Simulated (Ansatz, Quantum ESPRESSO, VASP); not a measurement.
# One calculation of Si2Ni, 3 ways

```
Ni Si
1.0
     0.00000    2.70300    2.70300
     2.70300    0.00000    2.70300
     2.70300    2.70300    0.00000
Ni Si
1 2
Direct
  0.00000 0.00000 0.00000
  0.75000 0.75000 0.75000
  0.25000 0.25000 0.25000
```

Alike in all runs: task single point; functional PBEsol; k mesh 9 × 9 × 9; occupations fermi-dirac, width 0.05 eV; collinear spin, ferromagnetic start; no spin-orbit coupling. Pressure is positive in compression and, in plane waves, holds the error of the finite cutoff.

```csv
program and potentials,plane-wave cutoff (eV),notes,pressure (GPa),net moment per atom (μB)
"VASP, PBE PAW files Ni, Si, 520 eV",520,potentials made for PBE; 6 valence electrons an atom on average,?,?
"Ansatz, all-electron LAPW, scalar-relativistic",-,-,-0.92,0.00
"Quantum ESPRESSO, GBRV 1.5 PBEsol",612,8.67 valence electrons an atom on average,-0.81,0.00
```

Estimate from the other rows what the run with VASP, PBE PAW files Ni, Si, 520 eV gave.

Pressure -0.77 GPa; net moment per atom 0.00 μB. The other rows, which needn't bracket it: pressure -0.92 to -0.81; net moment per atom 0.00.
